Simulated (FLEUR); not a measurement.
# MgS (F-43m) in FLEUR: further runs

One crystal, MgS, is run at these levels: PBE; tasks: single point.

Everything below comes from runs of FLEUR MaX-R8.1 (later development tree). Logs are shortened: lines on timing, memory, paths and dates and some standing lists are left out, and cuts for length are marked.

### 1 The structure

The structure is cubic, space group F-43m (No. 216). The conventional cell has a = 5.666 Å, b = 5.666 Å, c = 5.666 Å, α = 90.00°, β = 90.00°, γ = 90.00°. S (site symmetry -43m) is surrounded by 4 Mg at 2.45 Å. Mg (site symmetry -43m) is surrounded by 4 S at 2.45 Å.

The cell comes from a database or a generator and needn't be the stable form of this composition.

### 2 Single point, PBE

Contents of inp.xml:

```xml
<?xml version="1.0" encoding="UTF-8" standalone="no"?>
<fleurInput fleurInputVersion="0.39">
   <comment>
      MgS                                                                                                 
   </comment>
   <calculationSetup>
      <cutoffs Kmax="4.71" Gmax="14.6" GmaxXC="14.6" numbands="0"/>
      <scfLoop itmax="60" minDistance="0.00001" maxIterBroyd="15" imix="Anderson" alpha="0.05" precondParam="0.0" spinf="2.0" sdNocoIR="T"/>
      <coreElectrons ctail="T" frcor="F" kcrel="0" coretail_lmax="0"/>
      <xcFunctional name="pbe" relativisticCorrections="F"/>
      <magnetism jspins="1"/>
      <soc l_soc="F" theta="0.0" phi="0.0" spav="F"/>
      <expertModes spex="0" secvar="F"/>
      <geometryOptimization l_f="T" forcealpha="1.0" forcemix="BFGS" epsdisp="0.0005" epsforce="0.0002"/>
      <ldaU l_linMix="F" mixParam="0.05" spinf="1.0"/>
   </calculationSetup>
   <cell>
      <bzIntegration valenceElectrons="16.0" mode="hist" fermiSmearingEnergy="0.00183747">
         <kPointListSelection listName="default-1"/>
         <!-- k-points included here -->
         <xi:include xmlns:xi="http://www.w3.org/2001/XInclude" href="kpts.xml"> </xi:include>
      </bzIntegration>
      <!-- symmetry operations included here -->
      <xi:include xmlns:xi="http://www.w3.org/2001/XInclude" href="sym.xml"> </xi:include>
      <bulkLattice scale="1.0">
         <bravaisMatrix>
            <row-1>    0.0000000000000000     5.3538209665659346     5.3538209665659346</row-1>
            <row-2>    5.3538209665659346     0.0000000000000000     5.3538209665659346</row-2>
            <row-3>    5.3538209665659346     5.3538209665659346     0.0000000000000000</row-3>
         </bravaisMatrix>
      </bulkLattice>
   </cell>
   <atomSpecies>
      <species name="Sulfur (S)" element="S" atomicNumber="16">
         <mtSphere radius="2.08" gridPoints="711" logIncrement="0.016"/>
         <atomicCutoffs lmax="9" lnonsphr="7"/>
         <electronConfig flipSpins="F">
            <coreConfig>(1s1/2) (2s1/2) (2p1/2) (2p3/2)</coreConfig>
            <valenceConfig>(3s1/2) (3p1/2) (3p3/2)</valenceConfig>
            <stateOccupation state="(3p1/2)" spinUp="0.666667" spinDown="0.666667"/>
            <stateOccupation state="(3p3/2)" spinUp="1.333333" spinDown="1.333333"/>
         </electronConfig>
         <energyParameters s="3" p="3" d="3" f="4"/>
         <lo type="SCLO" l="0" n="3" eDeriv="2"/>
         <lo type="SCLO" l="1" n="3" eDeriv="2"/>
         <lo type="SCLO" l="2" n="3" eDeriv="2"/>
         <lo type="SCLO" l="3" n="4" eDeriv="2"/>
      </species>
      <species name="Magnesium (Mg)" element="Mg" atomicNumber="12">
         <mtSphere radius="2.08" gridPoints="711" logIncrement="0.016"/>
         <atomicCutoffs lmax="9" lnonsphr="7"/>
         <electronConfig flipSpins="F">
            <coreConfig>(1s1/2)</coreConfig>
            <valenceConfig>(2s1/2) (2p1/2) (2p3/2) (3s1/2)</valenceConfig>
         </electronConfig>
         <energyParameters s="3" p="2" d="3" f="4"/>
         <lo type="SCLO" l="0" n="2" eDeriv="0"/>
         <lo type="HELO" l="1" n="3" eDeriv="0"/>
         <lo type="HELO" l="1" n="3" eDeriv="1"/>
         <lo type="SCLO" l="2" n="3" eDeriv="2"/>
         <lo type="SCLO" l="3" n="4" eDeriv="2"/>
      </species>
   </atomSpecies>
   <atomGroups>
      <atomGroup species="Sulfur (S)">
         <relPos label="                   1">1.000/4.000 1.000/4.000 1.000/4.000</relPos>
         <force calculate="T" relaxXYZ="TTT"/>
      </atomGroup>
      <atomGroup species="Magnesium (Mg)">
         <relPos label="                   2">.0000000000 .0000000000 .0000000000</relPos>
         <force calculate="T" relaxXYZ="TTT"/>
      </atomGroup>
   </atomGroups>
   <output dos="F" band="F" slice="F">
      <checks vchk="F" cdinf="F"/>
      <bandDOS minEnergy="-.5*Htr" maxEnergy="0.5*Htr" sigma="0.015" storeEVData="T"/>
      <vacuumDOS vacdos="F" integ="F" star="F" nstars="0" locx1="0.0" locy1="0.0" locx2="0.0" locy2="0.0" nstm="0" tworkf="0.0"/>
      <unfoldingBand unfoldBand="F" supercellX="1" supercellY="1" supercellZ="1"/>
      <plotting iplot="0" polar="F">
         <plot TwoD="T" vec1="  1.0  0.0  0.0" vec2="  0.0  1.0  0.0" vec3="  0.0  0.0  1.0" zero="  0.0  0.0  0.0" file="plot"/>
      </plotting>
      <chargeDensitySlicing numkpt="0" minEigenval="0.0" maxEigenval="0.0" nnne="0" pallst="F"/>
      <specialOutput eonly="F"/>
      <moessbauerParams electricFieldGradient="T" isomerShift="T" coreHyperfine="T" valenceHyperfine="T"/>
      <magneticCircularDichroism mcd="F" energyLo="-10.0" energyUp="0.0"/>
   </output>
  <!-- We include the file relax.xml here to enable relaxations (see documentation) -->
  <xi:include xmlns:xi="http://www.w3.org/2001/XInclude" href="relax.xml"> <xi:fallback/> </xi:include>
</fleurInput>
```

Contents of crystal.txt:

```
MgS
&input cartesian=F /
0.0000000000  2.8331200468  2.8331200468
2.8331200468  0.0000000000  2.8331200468
2.8331200468  2.8331200468  0.0000000000
1.8897261246
1.0 1.0 1.0

2
16 0.2500000000  0.2500000000  0.2500000000
12 0.0000000000  0.0000000000  0.0000000000

&kpt div1=8 div2=8 div3=8 gamma=T /
```

Potentials or basis: all-electron, FLAPW.

The run is started by

```console
$ inpgen -f crystal.txt -profile fastHighL
$ # inp.xml edited to the form shown
$ fleur_MPI
```

Standard output:

```text
Welcome to FLEUR        (www.flapw.de)
      MaX-Release 8.1          (www.max-centre.eu)

 ========== k-point set info ==========
 Selected k-point list: default-1
 k-point list type: mesh
 8 x 8 x 8
 Number of k points: 29

 ------------Calculation Setup---------------------------
 Number of MPI-tasks      :            1
 Number of PE/node        :            1
 Number of OMP-threads    :            1
 Most efficient MPI parallelization for:
           1          29
 Additional eigenvalue parallelization possible
 Number of basis functions:          630
 Approximate size of matrices (H+S) per k-point:         0.012 GB
 --------------------------------------------------------
 Iteration:     1   Distance:       7.57794923 me/bohr^3
 Iteration:     2   Distance:       6.82922137 me/bohr^3
 Iteration:     3   Distance:       2.90807846 me/bohr^3
 Iteration:     4   Distance:       1.00736239 me/bohr^3
 Iteration:     5   Distance:       0.53363010 me/bohr^3
 Iteration:     6   Distance:       0.16628332 me/bohr^3
 Iteration:     7   Distance:       0.06635350 me/bohr^3
 Iteration:     8   Distance:       0.02069369 me/bohr^3
 Iteration:     9   Distance:       0.01560760 me/bohr^3
 Iteration:    10   Distance:       0.00184117 me/bohr^3
 Iteration:    11   Distance:       0.00123066 me/bohr^3
 Iteration:    12   Distance:       0.00015628 me/bohr^3
 Iteration:    13   Distance:       0.00001772 me/bohr^3
 Iteration:    14   Distance:       0.00000900 me/bohr^3

 ********************************************************************
 Run finished successfully
 Stop message:
   Structural relaxation: Done
 ********************************************************************
```

out.xml (last iteration):

```text
<iteration numberForCurrentRun="   15" overallNumber="   15">
         <energyParameters units="Htr">
            <atomicEP atomType="1" spin="1" branch="3s" branchLowest="-7.39" branchHighest="0.44" value="-0.3512893016"/>
            <atomicEP atomType="1" spin="1" branch="3p" branchLowest="-5.36" branchHighest="1.01" value="-0.0501182516"/>
            <atomicEP atomType="1" spin="1" branch="3d" branchLowest="-9.99" branchHighest="1.70" value="0.2068890566"/>
            <atomicEP atomType="1" spin="1" branch="4f" branchLowest="-9.99" branchHighest="4.13" value="0.3780150826"/>
            <loAtomicEP atomType="1" spin="1" branch="3s" branchLowest="-7.39" branchHighest="0.44" value="-0.3512893016"/>
            <loAtomicEP atomType="1" spin="1" branch="3p" branchLowest="-5.36" branchHighest="1.01" value="-0.0506541922"/>
            <loAtomicEP atomType="1" spin="1" branch="3d" branchLowest="-9.99" branchHighest="1.70" value="0.2068876278"/>
            <loAtomicEP atomType="1" spin="1" branch="4f" branchLowest="-9.99" branchHighest="4.13" value="0.3780177613"/>
            <atomicEP atomType="2" spin="1" branch="3s" branchLowest="-2.62" branchHighest="2.08" value="0.0351008745"/>
            <atomicEP atomType="2" spin="1" branch="2p" branchLowest="-9.99" branchHighest="-1.39" value="-1.4127025925"/>
            <atomicEP atomType="2" spin="1" branch="3d" branchLowest="-9.99" branchHighest="2.43" value="0.3192729720"/>
            <atomicEP atomType="2" spin="1" branch="4f" branchLowest="-9.99" branchHighest="4.62" value="0.4833391266"/>
            <loAtomicEP atomType="2" spin="1" branch="2s" branchLowest="-45.99" branchHighest="-2.62" value="-2.6377571370"/>
            <heloAtomicEP atomType="2" spin="1" branch="3p" branchLowest="1.42" branchHighest="1.42" value="1.4216336799"/>
            <heloAtomicEP atomType="2" spin="1" branch="3p" branchLowest="1.42" branchHighest="1.42" value="1.4216336799"/>
            <loAtomicEP atomType="2" spin="1" branch="3d" branchLowest="-9.99" branchHighest="2.43" value="0.3192731025"/>
            <loAtomicEP atomType="2" spin="1" branch="4f" branchLowest="-9.99" branchHighest="4.62" value="0.4833414564"/>
         </energyParameters>
         <eigenvalues>
            <eigenvaluesAt spin="1" ikpt="1" k_x="0.00000000" k_y="0.00000000" k_z="0.00000000">
                      -2.6377328995       -1.4160927701       -1.4160927701       -1.4160927701       -0.3399362356
                       0.0737978475        0.0737978475        0.0737978475        0.2005204685        0.3650365290
                       0.3650365290        0.3650365290        0.4693515047
            </eigenvaluesAt>
            <eigenvaluesAt spin="1" ikpt="2" k_x="0.00000000" k_y="0.00000000" k_z="0.12500000">
                      -2.6377324443       -1.4161062306       -1.4160947496       -1.4160947496       -0.3367250082
                       0.0489112514        0.0718598686        0.0718598686        0.2247249396        0.3581606367
                       0.3715113320        0.3715113320        0.4530947815
            </eigenvaluesAt>
            <eigenvaluesAt spin="1" ikpt="3" k_x="0.00000000" k_y="0.00000000" k_z="0.25000000">
                      -2.6377313746       -1.4161385215       -1.4160999470       -1.4160999470       -0.3284178227
[... 33 lines left out ...]
         <moessbauerParams unitsHFF="kG" unitsIS="e/bohr^3" unitsEFG="Htr/bohr^2">
            <coreIsomerShift atomType="1" isTotal="2932.39666">
               <shell n="1" l="0" isomerShift="2724.46336"/>
               <shell n="2" l="0" isomerShift="207.57290"/>
               <shell n="2" l="1" isomerShift="0.36040"/>
            </coreIsomerShift>
            <coreIsomerShift atomType="2" isTotal="1089.20998">
               <shell n="1" l="0" isomerShift="1089.20998"/>
            </coreIsomerShift>
            <isomerShift atomType="1" nucleusRadius="0.0000750" averageDensity="2950.52935"/>
            <isomerShift atomType="2" nucleusRadius="0.0000684" averageDensity="1160.62285"/>
            <electricFieldGradient atomType="1" VXX="0.00000" VYY="0.00000" VZZ="0.00000" asymParam="0.00000">
            </electricFieldGradient>
            <electricFieldGradient atomType="2" VXX="0.00000" VYY="0.00000" VZZ="0.00000" asymParam="0.00000">
            </electricFieldGradient>
         </moessbauerParams>
         <totalEnergy                                    value="     -599.6368111189" units="Htr">
            <sumOfEigenvalues                            value="     -329.1976183820">
               <coreElectrons value="-314.9405476362"/>
               <valenceElectrons value="-14.2570707458"/>
            </sumOfEigenvalues>
            <densityCoulombPotentialIntegral value="-876.3979503344"/>
            <densityEffectivePotentialIntegral value="-930.8441174481"/>
            <chargeDenXCDenIntegral value="-42.1564767408"/>
            <FockExchangeEnergyValence value="0.0000000000"/>
            <FockExchangeEnergyCore value="0.0000000000"/>
            <atomTypeDependentContributions atomType="1">
               <electronNucleiInteractionDifferentMTs value="471.5573893209"/>
               <MadelungTerm value="-7.4227737287"/>
            </atomTypeDependentContributions>
            <atomTypeDependentContributions atomType="2">
               <electronNucleiInteractionDifferentMTs value="237.1938923976"/>
               <MadelungTerm value="-4.7538028298"/>
            </atomTypeDependentContributions>
            <tkbTimesEntropy value="0.0000000000"/>
            <freeEnergy value="-599.6368111189"/>
            <extrapolationTo0K value="-599.6368111189"/>
         </totalEnergy>
         <totalForcesOnRepresentativeAtoms units="Htr/bohr">
            <forceTotal atomType="1" x="2.676910" y="2.676910" z="2.676910" F_x="0.00000000" F_y="0.00000000" F_z="0.00000000"/>
            <forceTotal atomType="2" x="0.000000" y="0.000000" z="0.000000" F_x="0.00000000" F_y="0.00000000" F_z="0.00000000"/>
         </totalForcesOnRepresentativeAtoms>
      </iteration>
```

It took 2 min on 1 thread of Arm Neoverse V1, shared host; peak memory 0.06 GiB.

Results:

```yaml
Free_energy: -16316.9489 eV
Band_gap_on_the_k_mesh: 3.45 eV, direct
Valence_electrons_inside_the_program's_atomic_spheres: S 4.25; Mg 8.39 (radii S 2.08, Mg 2.08 bohr)
```

Core levels (eV from the Fermi level):
```tsv
atom	levels
1 S	1s1/2 -2396.9, 2s1/2 -203.1, 2p1/2 -148.7, 2p3/2 -147.4
2 Mg	1s1/2 -1253.4
```

### 3 Single point, PBE (atoms moved at random, drawn with an rms of 0.05 Å)

Edit inp.xml of step 2 so:

```diff
@@ -34,4 +34,4 @@
       <species name="Sulfur (S)" element="S" atomicNumber="16">
-         <mtSphere radius="2.08" gridPoints="711" logIncrement="0.016"/>
-         <atomicCutoffs lmax="9" lnonsphr="7"/>
+         <mtSphere radius="2.08" gridPoints="691" logIncrement="0.017"/>
+         <atomicCutoffs lmax="8" lnonsphr="6"/>
          <electronConfig flipSpins="F">
@@ -49,4 +49,4 @@
       <species name="Magnesium (Mg)" element="Mg" atomicNumber="12">
-         <mtSphere radius="2.08" gridPoints="711" logIncrement="0.016"/>
-         <atomicCutoffs lmax="9" lnonsphr="7"/>
+         <mtSphere radius="2.08" gridPoints="691" logIncrement="0.016"/>
+         <atomicCutoffs lmax="8" lnonsphr="6"/>
          <electronConfig flipSpins="F">
@@ -65,3 +65,3 @@
       <atomGroup species="Sulfur (S)">
-         <relPos label="                   1">1.000/4.000 1.000/4.000 1.000/4.000</relPos>
+         <relPos label="                   1">.2577930000 .2466650000 .2502830000</relPos>
          <force calculate="T" relaxXYZ="TTT"/>
@@ -69,3 +69,3 @@
       <atomGroup species="Magnesium (Mg)">
-         <relPos label="                   2">.0000000000 .0000000000 .0000000000</relPos>
+         <relPos label="                   2">-.0128600000 .0110690000 .0033980000</relPos>
          <force calculate="T" relaxXYZ="TTT"/>
```

Edit crystal.txt of step 2 so:

```diff
@@ -9,4 +9,4 @@
 2
-16 0.2500000000  0.2500000000  0.2500000000
-12 0.0000000000  0.0000000000  0.0000000000
+16 0.2577930000  0.2466650000  0.2502830000
+12 -0.0128600000  0.0110690000  0.0033980000
```

Potentials or basis: all-electron, FLAPW.

The run is started by

```console
$ inpgen -f crystal.txt -profile fastHighL
$ # inp.xml edited to the form shown
$ fleur_MPI
```

It took 20 min on 1 thread of Arm Neoverse V1, shared host; peak memory 0.19 GiB.

The run converged. Its results:

```yaml
Free_energy: -16316.9332 eV
Largest_force: 0.444 eV/Å
Band_gap_on_the_k_mesh: 3.37 eV, direct
Valence_electrons_inside_the_program's_atomic_spheres: S 4.25; Mg 8.39 (radii S 2.08, Mg 2.08 bohr)
```

Forces on the atoms (eV/Å):
```
S    0.296 -0.296 -0.148
Mg  -0.296  0.296  0.148
```

Levels at points of the mesh, in eV from the valence-band top:
```
           k point  band 5  band 6  band 7  band 8  band 9  band 10  band 11  band 12
(0.00, 0.00, 0.00)  -11.34   -0.18   -0.05    0.00    3.37     7.84     7.84     7.87
(0.00, 0.00, 0.50)  -10.66   -3.18   -0.48   -0.34    5.02     7.46     7.61     8.52
(0.00, 0.50, 0.00)  -10.66   -3.14   -0.48   -0.38    5.02     7.45     7.57     8.53
(0.00, 0.50, 0.50)  -10.44   -2.88   -1.15   -1.05    3.81     5.56    11.05    12.20
(0.50, 0.00, 0.00)  -10.65   -3.26   -0.38   -0.33    5.04     7.56     7.61     8.49
(0.50, 0.00, 0.50)  -10.44   -2.88   -1.15   -1.05    3.81     5.56    11.05    12.20
(0.50, 0.50, 0.00)  -10.44   -2.88   -1.11   -1.08    3.81     5.56    11.05    12.21
(0.50, 0.50, 0.50)  -10.66   -3.18   -0.48   -0.34    5.02     7.46     7.61     8.52
```

Core levels (eV from the Fermi level):
```
atom                                                   levels
 1 S  1s1/2 -2397.0, 2s1/2 -203.2, 2p1/2 -148.8, 2p3/2 -147.5
2 Mg                                            1s1/2 -1253.5
```

A k mesh can miss the band edges.
